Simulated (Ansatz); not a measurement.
Geometry optimisation in Ansatz: input, command and trajectory.

```yaml
crystal:
  lattice:
    - [2.7309790422, 0.0, 0.0]
    - [-1.3654895211, 2.3650972278, 0.0]
    - [0.0, 0.0, 4.428489]
  atoms:
    - { symbol: Rh, position: [0.66666667, 0.33333333, 0.75] }
    - { symbol: Rh, position: [0.33333333, 0.66666667, 0.25] }
basis:
  ecutwfc: 420
kpoints:
  mp_grid: { grid: [12, 12, 8] }
hamiltonian:
  xc: pbe
scf:
  occupations: { method: gaussian, width: 0.1 }
output:
  forces: true
  stress: true
  eigenvalues: true
  write_density: true
  write_potential: true
  elf: true
  volumetric_format: npy
relax:
  adjacent_minimum: "off"
  f_tol: 0.02
  max_steps: 70
  cell: { stress_tol: 0.1 }
```

```bash
ansatz run input.yaml --threads 2 --pin off --max-ram 5120MiB --backend cpu --events-out ev --progress --plain --runs-dir out
```

Method: Ansatz 0.2.0, DFT PBE, scalar-relativistic, plane waves, PAW.

Of 5 frames 5 are shown, positions in Å and forces in eV/Å; the SCF threshold varies from step to step. Steps run on the plane waves of an earlier cell, with a Pulay correction in the pressure. The basis is chosen afresh for the last frame, the zero of the energies, and can be on the way; energy and pressure step there, also at an unchanged geometry.

```xyz
2
Lattice="2.7310 0.0000 0.0000 -1.3655 2.3651 0.0000 0.0000 0.0000 4.4285" Properties=species:S:1:pos:R:3:forces:R:3 pbc="T T T" step=1 free_energy_over_end_meV_per_atom=2.41 pressure_GPa=-3.54
Rh    1.3655    0.7884    3.3214    0.0000    0.0000    0.0000
Rh    0.0000    1.5767    1.1071    0.0000    0.0000    0.0000
2
Lattice="2.7088 0.0000 0.0000 -1.3544 2.3459 0.0000 0.0000 0.0000 4.3744" Properties=species:S:1:pos:R:3:forces:R:3 pbc="T T T" step=2 free_energy_over_end_meV_per_atom=2.04 pressure_GPa=3.76
Rh    1.3544    0.7820    3.2808    0.0000    0.0000    0.0000
Rh    0.0000    1.5639    1.0936    0.0000    0.0000    0.0000
2
Lattice="2.7212 0.0000 0.0000 -1.3606 2.3566 0.0000 0.0000 0.0000 4.3985" Properties=species:S:1:pos:R:3:forces:R:3 pbc="T T T" step=3 free_energy_over_end_meV_per_atom=-0.13 pressure_GPa=-0.09
Rh    1.3606    0.7855    3.2988    0.0000    0.0000    0.0000
Rh    0.0000    1.5711    1.0996    0.0000    0.0000    0.0000
2
Lattice="2.7214 0.0000 0.0000 -1.3607 2.3568 0.0000 0.0000 0.0000 4.3962" Properties=species:S:1:pos:R:3:forces:R:3 pbc="T T T" step=4 free_energy_over_end_meV_per_atom=-0.14 pressure_GPa=0.00
Rh    1.3607    0.7856    3.2972    0.0000    0.0000    0.0000
Rh    0.0000    1.5712    1.0991    0.0000    0.0000    0.0000
2
Lattice="2.7214 0.0000 0.0000 -1.3607 2.3568 0.0000 0.0000 0.0000 4.3962" Properties=species:S:1:pos:R:3:forces:R:3 pbc="T T T" step=5 free_energy_over_end_meV_per_atom=0.00 pressure_GPa=0.01
Rh    1.3607    0.7856    3.2972    0.0000    0.0000    0.0000
Rh    0.0000    1.5712    1.0991    0.0000    0.0000    0.0000
```

The run took 8 s on 2 threads of Arm Neoverse V1, on a shared host, peak memory 0.34 GiB.